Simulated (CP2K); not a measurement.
## Ag in CP2K: the effect of functional

The system is Ag.

```
Ag
1.0
     2.88888    0.00000    0.00000
     1.44444    2.50185    0.00000
     1.44444    0.83395    2.35876
Ag
1
Direct
  0.00000 0.00000 0.00000
```

Alike in all runs:

* Program: CP2K 2026.2
* Task: band structure
* Potentials or basis: POTENTIAL_UZH Ag GTH-PBE-q11; TZVP-MOLOPT-PBE-GTH basis
* Density cutoff: 9184 eV
* k mesh: 11 × 11 × 11
* Occupations: fermi-dirac, width 0.05 eV
* Spin: no spin polarisation

```tsv
functional	pressure (GPa)
PBE	4.2
LDA	-5.4
PBEsol	-2.3
BLYP	13.1
AM05	-2.7
vdW-DF2	18.6
r2SCAN	?
```

**Question.** What does the run with functional r2SCAN give?

**Answer.** Pressure -3.7 GPa.

Caveats: the basis of atomic orbitals isn't converged, which shifts pressures, moduli and gaps; the potentials were made for another functional, which shifts forces and pressure (some runs).
